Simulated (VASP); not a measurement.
RbBr: equation of state with PBE

The system is RbBr.

```
CELL_PARAMETERS angstrom
0.00000 3.42700 3.42700
3.42700 0.00000 3.42700
3.42700 3.42700 0.00000
ATOMIC_POSITIONS crystal
Rb 0.00000 0.00000 0.00000
Br 0.50000 0.50000 0.50000
```

| Quantity | Value |
| --- | --- |
| Program | VASP 6.6.1 |
| Task | equation of state |
| Functional | PBE |
| Potentials or basis | VASP PAW PBE potentials, release 64 (Rb_sv, Br) |
| Cutoff | 520 eV |
| k mesh | 7 × 7 × 7 |
| Occupations | fermi-dirac, width 0.05 eV |
| Spin | no spin polarisation |

```
Equilibrium volume : 43.29 Å³/atom (rough: see the caveat)
Bulk modulus       : 11.8 GPa (rough)
```

Energy against volume, from the lowest point:
```csv
volume (Å³/atom),energy (meV/atom)
37.833,32.85
38.638,22.78
39.443,14.83
40.248,8.77
41.053,4.39
41.858,1.52
42.663,0.00
```

All runs of the series together: 120 s on 1 thread of Intel(R) Xeon(R) Platinum 8559C (Emerald Rapids), on a shared host.

Caveat: the minimum lies outside the volumes run.
